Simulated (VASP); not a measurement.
# Si (Fd-3m) in VASP: a series of runs

The runs below take Si through relaxation of cell and atoms, with PBE.

Program: VASP 6.6.1. These are calculated values, not measurements. Logs are shortened: lines on timing, memory, paths and dates and some standing lists are left out, and cuts for length are marked.

## Step 1: The structure

It takes space group Fd-3m (No. 227, cubic). The conventional cell has a = 5.427 Å, b = 5.427 Å, c = 5.427 Å, α = 90.00°, β = 90.00°, γ = 90.00°. Around Si (site symmetry -43m) lie 4 Si at 2.35 Å.

## Step 2: Relaxation of cell and atoms, PBE

File INCAR:

```
PREC = Accurate ; ENCUT = 600
EDIFF = 1E-6 ; ISMEAR = 0
SIGMA = 0.03 ; LREAL = False
LASPH = True ; NELM = 80
ALGO = Normal ; ISIF = 3
LWAVE = False ; LCHARG = False
GGA = PE ; IBRION = 2
NSW = 90 ; EDIFFG = -0.01
KPAR = 4
```

File KPOINTS:

```
regular mesh
0
Gamma
  10 10 10
```

File POSCAR:

```
Si
1.0
    0.0000000000      2.7135600000      2.7135600000
    2.7135600000      0.0000000000      2.7135600000
    2.7135600000      2.7135600000      0.0000000000
Si
2
Direct
    0.7500000000      0.7500000000      0.7500000000
    0.5000000000      0.5000000000      0.5000000000
```

Potentials or basis: VASP PAW PBE potentials, release 64 (Si).

Run with:

```sh
> cat potpaw_PBE.64/Si/POTCAR > POTCAR
> mpirun -np 4 vasp_std > vasp.out
```

OUTCAR:

```text
PREC = Accurate
   ENCUT = 600
   EDIFF = 1E-6
   ISMEAR = 0
   LREAL = False
   LASPH = True
   NELM = 80
   ISIF = 3
   GGA = PE
   IBRION = 2
   NSW = 90
   EDIFFG = -0.01

 ion  position               nearest neighbor table
   1  0.750  0.750  0.750-   2 2.35   2 2.35   2 2.35   2 2.35
   2  0.500  0.500  0.500-   1 2.35   1 2.35   1 2.35   1 2.35

  LATTYP: Found a face centered cubic cell.
 ALAT       =     5.4271200000

  Lattice vectors:

 A1 = (   0.0000000000,   2.7135600000,   2.7135600000)
 A2 = (   2.7135600000,   0.0000000000,   2.7135600000)
 A3 = (   2.7135600000,   2.7135600000,   0.0000000000)

Analysis of symmetry for initial positions (statically):
=====================================================================
 Subroutine PRICEL returns:
 Original cell was already a primitive cell.

 Routine SETGRP: Setting up the symmetry group for a
 face centered cubic supercell.

 Subroutine GETGRP returns: Found 48 space group operations
 (whereof 24 operations were pure point group operations)
 out of a pool of 48 trial point group operations.

The static configuration has the point symmetry T_d .
 The point group associated with its full space group is O_h .

Analysis of symmetry for dynamics (positions and initial velocities):
=====================================================================
 Subroutine PRICEL returns:
 Original cell was already a primitive cell.

 Routine SETGRP: Setting up the symmetry group for a
 face centered cubic supercell.

 Subroutine GETGRP returns: Found 48 space group operations
 (whereof 24 operations were pure point group operations)
 out of a pool of 48 trial point group operations.

The dynamic configuration has the point symmetry T_d .
 The point group associated with its full space group is O_h .

 Subroutine INISYM returns: Found 48 space group operations
 (whereof 24 operations are pure point group operations),
 and found     1 'primitive' translations

----------------------------------------------------------------------------------------

                                     Primitive cell

  volume of cell :      39.9621

  direct lattice vectors                    reciprocal lattice vectors
     0.000000000  2.713560000  2.713560000    -0.184259792  0.184259792  0.184259792
     2.713560000  0.000000000  2.713560000     0.184259792 -0.184259792  0.184259792
     2.713560000  2.713560000  0.000000000     0.184259792  0.184259792 -0.184259792

  length of vectors
     3.837553354  3.837553354  3.837553354     0.319147321  0.319147321  0.319147321

  position of ions in fractional coordinates (direct lattice)
     0.750000000  0.750000000  0.750000000
     0.500000000  0.500000000  0.500000000

  ion indices of the primitive-cell ions
   primitive index   ion index
                 1           1
                 2           2

----------------------------------------------------------------------------------------

 KPOINTS: regular mesh

Automatic generation of k-mesh.
 Grid dimensions read from file:
 generate k-points for:   10   10   10

 Generating k-lattice:

  Cartesian coordinates                     Fractional coordinates (reciprocal lattice)
    -0.018425979  0.018425979  0.018425979     0.100000000  0.000000000  0.000000000
     0.018425979 -0.018425979  0.018425979     0.000000000  0.100000000  0.000000000
     0.018425979  0.018425979 -0.018425979     0.000000000  0.000000000  0.100000000

  Length of vectors
     0.031914732  0.031914732  0.031914732

  Shift w.r.t. Gamma in fractional coordinates (k-lattice)
     0.000000000  0.000000000  0.000000000

 Subroutine IBZKPT returns following result:
 ===========================================

 Found     47 irreducible k-points:

 Following reciprocal coordinates:
            Coordinates               Weight
  0.000000  0.000000  0.000000      1.000000
  0.100000  0.000000  0.000000      8.000000
  0.200000  0.000000  0.000000      8.000000
  0.300000  0.000000  0.000000      8.000000
  0.400000  0.000000  0.000000      8.000000
  0.500000  0.000000  0.000000      4.000000
[... 16 lines left out ...]
  0.300000  0.300000  0.000000      6.000000
  0.400000  0.300000  0.000000     24.000000
 [... further k-points ...]
   k-points           NKPTS =     47   k-points in BZ     NKDIM =     47   number of bands    NBANDS=      8
   number of dos      NEDOS =    301   number of ions     NIONS =      2
   total plane-waves  NPLWV =  32768
   dimension x,y,z NGX =    32 NGY =   32 NGZ =   32
   dimension x,y,z NGXF=    64 NGYF=   64 NGZF=   64
   ions per type =               2
   NGX,Y,Z   is equivalent  to a cutoff of  13.86, 13.86, 13.86 a.u.
   NGXF,Y,Z  is equivalent  to a cutoff of  27.73, 27.73, 27.73 a.u.
 SYSTEM =  unknown system
   PREC   = accura    normal or accurate (medium, high low for compatibility)
   ISTART =      0    job   : 0-new  1-cont  2-samecut
   ICHARG =      2    charge: 1-file 2-atom 10-const
   ISPIN  =      1    spin polarized calculation?
   LNONCOLLINEAR =      F non collinear calculations
   LSORBIT =      F    spin-orbit coupling
   LASPH  =      T    aspherical Exc in radial PAW
   ENCUT  =  600.0 eV  44.10 Ry    6.64 a.u.   7.66  7.66  7.66*2*pi/ulx,y,z
   NELM   =     80;   NELMIN=  2; NELMDL= -5     # of ELM steps
   EDIFF  = 0.1E-05   stopping-criterion for ELM
   LREAL  =      F    real-space projection
   EDIFFG = -.1E-01   stopping-criterion for IOM
   NSW    =     90    number of steps for IOM
   IBRION =      2    ionic relax: 0-MD 1-quasi-New 2-CG
   NFREE  =      1    steps in history (QN), initial steepest desc. (CG)
   ISIF   =      3    stress and relaxation
   ISYM   =      2    0-nonsym 1-usesym 2-fastsym
   POTIM  = 0.5000    time-step for ionic-motion
   TEBEG  =    0.0;   TEEND  =   0.0 temperature during run
   PSTRESS=    0.0 pullay stress
   NELECT =       8.0000    total number of electrons
   NUPDOWN=      -1.0000    fix difference up-down
   EMIN   =  10.00;   EMAX   =-10.00  energy-range for DOS
   EFERMI =   0.00;   METHOD = LEGACY
   ISMEAR =     0;   SIGMA  =   0.03  broadening in eV -4-tet -1-fermi 0-gaus
   EFERMI_NEDOS =   21; number of points for ismear=-14 and -15
   IALGO  =     38    algorithm
   IMIX   =      4    mixing-type and parameters
     AMIX     =   0.40;   BMIX     =  1.00
     AMIX_MAG =   1.60;   BMIX_MAG =  1.00
  volume/ion in A,a.u.               =      19.98       134.84
  Fermi-wavevector in a.u.,A,eV,Ry     =   0.957684  1.809760 12.478691  0.917158
  Thomas-Fermi vector in A             =   2.086724
   LORBIT       =      0    0 simple, 1 ext, 2 COOP (PROOUT), +10 PAW based schemes
   GGA     = PE    functional components
   LHFCALC =     F    Hartree Fock is set to
   AEXX    =    0.0000 exact exchange contribution
   IVDW    =     0    specifies the selected vdW correction
   LEPSILON=     F    determine dielectric tensor
   LRPA    =     F    only Hartree local field effects (RPA)
 conjugate gradient relaxation of ions
 non-spin polarized calculation
 Gauss-broadening in eV      SIGMA  =   0.03
  energy-cutoff  :      600.00
  volume of cell :       39.96
 maximum number of plane-waves:      1363
   NGX = 15   NGY = 15   NGZ = 15

--------------------------------------- Ionic step        1  -------------------------------------------

 number of electron       7.9999999 magnetization

 Free energy of the ion-electron system (eV)
  ---------------------------------------------------
  ext. energy  EPLUGINS =         0.00000000
  ---------------------------------------------------
  free energy    TOTEN  =       -10.84325918 eV

  energy without entropy =      -10.84325918  energy(sigma->0) =      -10.84325918

------------------------ aborting loop because EDIFF is reached ----------------------------------------

  FORCE on cell =-STRESS in cart. coord.  units (eV):
  Direction    XX          YY          ZZ          XY          YZ          ZX
  --------------------------------------------------------------------------------------
  -------------------------------------------------------------------------------------
  Total        0.5353272      0.5353272      0.5353272     -0.0000000     -0.0000000     -0.0000000
  in kB       21.4625645     21.4625645     21.4625645     -0.0000000     -0.0000000     -0.0000000
  external PRESSURE =      21.4625645 kB  Pullay stress =       0.0000000 kB
[... 57 lines left out ...]
  energy  without entropy=      -10.8465565008  energy(sigma->0) =      -10.84655650

--------------------------------------- Ionic step        3  -------------------------------------------

 number of electron       8.0000000 magnetization

 Free energy of the ion-electron system (eV)
  ---------------------------------------------------
  ext. energy  EPLUGINS =         0.00000000
  ---------------------------------------------------
  free energy    TOTEN  =       -10.84929698 eV

  energy without entropy =      -10.84929698  energy(sigma->0) =      -10.84929698

 E-fermi :   5.7959     XC(G=0):  -9.3273

 val. band max:        5.6169485903   @ k =   0.0000   0.0000   0.0000
 cond. band min:       6.2348165242   @ k =   0.4000   0.4000   0.0000
 fundamental gap:      0.6178679339
 Fermi energy:         5.7958820981

 k-point     1 :       0.0000    0.0000    0.0000
  band No.  band energies     occupation
      1      -6.1982      2.00000
      2       5.6169      2.00000
      3       5.6169      2.00000
      4       5.6169      2.00000
      5       8.1738      0.00000
      6       8.1738      0.00000
      7       8.1738      0.00000
      8       8.7518      0.00000
[... 243 lines left out ...]
 k-point    24 :       0.4000    0.3000    0.0000
  band No.  band energies     occupation
      1      -4.0754      2.00000
      2       0.2243      2.00000
      3       2.8233      2.00000
      4       3.2330      2.00000
      5       6.6939      0.00000
      6       7.8827      0.00000
      7      12.4726      0.00000
      8      12.6130      0.00000

 [... further k-points ...]

------------------------ aborting loop because EDIFF is reached ----------------------------------------

  FORCE on cell =-STRESS in cart. coord.  units (eV):
  Direction    XX          YY          ZZ          XY          YZ          ZX
  --------------------------------------------------------------------------------------
  -------------------------------------------------------------------------------------
  Total        0.0013438      0.0013438      0.0013438     -0.0000000     -0.0000000      0.0000000
  in kB        0.0526597      0.0526597      0.0526597     -0.0000000     -0.0000000      0.0000000
  external PRESSURE =       0.0526597 kB  Pullay stress =       0.0000000 kB
[... 17 lines left out ...]
  FREE ENERGIE OF THE ION-ELECTRON SYSTEM (eV)
  ---------------------------------------------------
  free  energy   TOTEN  =       -10.8492969767 eV

  energy  without entropy=      -10.8492969767  energy(sigma->0) =      -10.84929698

 reached required accuracy - stopping structural energy minimisation
```

Wall time 6.3 s (4 MPI ranks of AMD EPYC 9R45 (Zen 5), shared host); peak memory 0.15 GiB.

Results:

- Free energy: -10.8493 eV
- Relaxed volume: 20.44 Å³/atom
- Relaxed cell: a = 3.867 Å, b = 3.867 Å, c = 3.867 Å, α = 60.00°, β = 60.00°, γ = 60.00°
- Space group after relaxing (to 0.05 Å): Fd-3m (No. 227)
- Energy gained by relaxing: 3.0 meV/atom
- Ionic steps: 3
- Pressure after relaxing: 0.0 GPa
- Band gap on the k mesh: 0.62 eV, indirect (least direct gap 2.56 eV)

Step by step:
| step | energy change (eV) | largest force (eV/Å) | pressure (GPa) | volume (Å³) |
| --- | --- | --- | --- | --- |
| 1 | 0.0000 | 0.0000 | 2.15 | 39.96 |
| 2 | -0.0033 | 0.0000 | -1.34 | 41.53 |
| 3 | -0.0060 | 0.0000 | 0.01 | 40.89 |

Final structure:
```xyz
2
Lattice="0.0000 2.7343 2.7343 2.7343 0.0000 2.7343 2.7343 2.7343 0.0000" Properties=species:S:1:pos:R:3 pbc="T T T"
Si    4.1014    4.1014    4.1014
Si    2.7343    2.7343    2.7343
```

A k mesh can miss the band edges. PBE usually gives volumes a little too large and moduli too small.

[end of part 1 of 2]
